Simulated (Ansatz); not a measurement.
Ge: pressure against volume

Ge, I4_1/amd, a = 5.126 Å, c = 2.793 Å. This isn't the element's structure at ambient conditions. Ansatz: PBEsol, PAW, 420 eV, Γ-centred 16×16×16 mesh on 2 atoms, Gaussian smearing 0.10 eV; no spin polarisation. Shape and atoms are relaxed at each volume; pressure is positive in compression.

```tsv
V (Å³/atom)	P (GPa)
16.148	?
16.698	9.31
17.248	5.68
17.799	2.61
18.349	0.00
18.900	-2.21
19.450	-4.06
20.184	-6.07
```

**Question.** Take V0 = 18.349 Å³/atom, fit the third-order Birch–Murnaghan form to the other rows, and predict the missing pressure.

**Answer.** With the Eulerian strain f = ½[(V0/V)^(2/3) − 1] and y = P/[3f(1 + 2f)^(5/2)], the form is the line y = B0 + 1.5 B0 (B0′ − 4) f. Rows (f, y): 0.03244, 81.8; 0.02106, 81.1; 0.01025, 80.7; -0.00977, 79.2; -0.01905, 78.3; -0.03078, 77.1. Means f = 0.0006917, y = 79.700; Σ(Δf)² = 0.003004, ΣΔfΔy = 0.2194; the slope is their ratio. y = 79.65 + 73.05 f GPa, so B0 = 79.7 GPa and B0′ = 4 + 2 × (73.05)/(3 × 79.65) = 4.61. At V = 16.148, f = 0.04446, y = 82.90 and P = 13.68 GPa. The run gave 13.62 GPa, so the fit is 0.06 GPa too high, a small miss on the scale of the series.